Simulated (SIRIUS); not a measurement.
TiO2:

```xyz
3
Lattice="1.4973 0.8645 6.9815 -1.4973 0.8645 6.9815 0.0000 -1.7290 6.9815" Properties=species:S:1:pos:R:3 pbc="T T T"
Ti    0.0000    0.0000    0.0000
O     0.0000    0.0000    7.9492
O     0.0000    0.0000   12.9955
```

Measurements of this composition are mostly on another form, of space group No. 141.

Base run:

* Program: SIRIUS 7.12.0
* Functional: LDA
* Potentials or basis: all-electron FP-LAPW
* Cutoff: 327 eV
* Basis: apw+lo standard
* k mesh: 10 × 10 × 10
* Occupations: fermi-dirac, width 0.05 eV
* Spin: no spin polarisation

Its results: band gap on the k mesh 2.62 eV, indirect (least direct gap 2.79 eV); largest force 0.822 eV/Å.

Task: The run is repeated on the same cell with these changes: functional from LDA to PBEsol. What comes out?

Result: Band gap on the k mesh 2.67 eV, indirect (least direct gap 2.85 eV); largest force 0.434 eV/Å.

A k mesh can miss the band edges.
